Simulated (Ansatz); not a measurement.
**MgSi in Ansatz: the effect of functional**

MgSi:

```
Si Mg
1.0
     2.94667    0.00000    0.00000
     0.00000    2.94667    0.00000
     0.00000    0.00000    4.15743
Si Mg
1 1
Direct
  0.50000 0.50000 0.50000
  0.00000 0.00000 0.00000
```

The cell comes from a database or a generator and needn't be the stable form of this composition.

The cell isn't the ideal one: volume scaled by 1.04.

Alike in all runs:

| Item | Value |
| --- | --- |
| Program | Ansatz 0.2.0 |
| Task | single point |
| Potentials or basis | Ansatz PAW |
| k mesh | 9 × 9 × 7 |
| Occupations | fermi-dirac, width 0.05 eV |
| Spin | no spin polarisation |

```csv
functional,cutoff,pressure (GPa)
LDA,420 eV (not typed: the program's choice for these potentials),?
PBEsol,420 eV (not typed: the program's choice for these potentials),-3.7
r2SCAN,500 eV (not typed: the program's choice for these potentials),-3.4
```

Question: What does the run with functional LDA give?

Answer: Pressure -5.2 GPa.

Caveats: the PAW data sets come from PBE, with cores solved anew for the run's functional, which leaves a small shift of forces and pressure.

Runs at the PBE level aren't shown here.
